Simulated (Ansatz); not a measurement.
# Al: strain energy, fitted

Al, P6_3/mmc, a = 2.804 Å, c = 4.676 Å. This isn't the element's structure at ambient conditions. Ansatz: PBE+D3(BJ), PAW, 420 eV, Γ-centred 24×24×12 mesh on 2 atoms, Gaussian smearing 0.10 eV; no spin polarisation. Series: biaxial strain in the a-b plane, c and atoms relaxed; x is the strain in per cent. y is the free energy over the unstrained cell, V0 = 15.919 Å³/atom.

```tsv
x (%)	y (meV/atom)
-3.0	?
-2.0	10.06
-1.0	2.93
0.0	0.00
1.0	0.87
2.0	5.04
3.0	11.11
```

Q: Fit y = c2 x² + c3 x³ to the other rows, turn c2 into a modulus, and predict the missing energy.

A: Least squares on the rows shown. y = 1.9732 x² − 0.25813 x³. In eV per unit strain² c2 is 19.73; M is the biaxial modulus (E = M V0 ε²): 19.73 × 160.2 / (15.919) = 199 GPa. With a term in x⁴ added, the coefficient of x² becomes 1.674, 15 % less, which shows how far this figure hangs on the form. At x = -3.0 the fit asked for gives 24.73 meV/atom. The run gave 20.34 meV/atom, so the fit is 4.39 meV/atom too high, 22 % of the span of the series, against an rms of 0.62 meV/atom on the fitted rows. The row lies outside the fitted range. With a term in x⁴ added, a fit to the same known rows predicts 28.37 meV/atom, further off still.